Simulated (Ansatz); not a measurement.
CoO (Fm-3m): electronic heat capacity from the density of states

These are results of Ansatz 0.2.0, DFT PBE, scalar-relativistic, plane waves, PAW, not measurements.

Cutoff 420 eV; k points 16×16×16 on the computed 2-atom cell (Γ-centred); Gaussian smearing, width 0.10 eV; collinear spin from starting moments 2.74 0.35 μB.

Relaxed cell: Fm-3m, a = 4.248 Å, b = 4.248 Å, c = 4.248 Å, α = 90.00°, β = 90.00°, γ = 90.00°, 2 atoms in the primitive cell.

The density of states at the Fermi level is 3.629 states/eV in the cell of 2 atoms (1 formula unit; both spins, tetrahedra on a 24×24×24 mesh). The run ends with a moment of 2.93 μB a cell (largest on a site 2.49 μB), and the figure is for this state; a paramagnetic sample can have a quite different one. Another magnetic order, if the compound takes it, can change N(E_F) and the shape of the cell a good deal, and may open a gap, where γ is close to zero.

**Question.** What Sommerfeld coefficient does this give?

**Answer.** Per formula unit N(E_F) = 3.629 states/eV. γ = (π²/3) k_B² N(E_F) N_A = 2.357 mJ/(mol K²) per state/eV, so γ = 8.6 mJ/(mol K²), a mole of formula units. This is the bare band result: a measured γ of the same phase and magnetic order is as a rule larger by a factor 1 + λ from phonons and spin fluctuations. N(E_F) at one energy is sensitive to the mesh where the density of states has sharp peaks.

The cell holds one magnetic atom, so it can only be ferromagnetic; an antiferromagnetic order may lie lower.

Only this magnetic start was tried.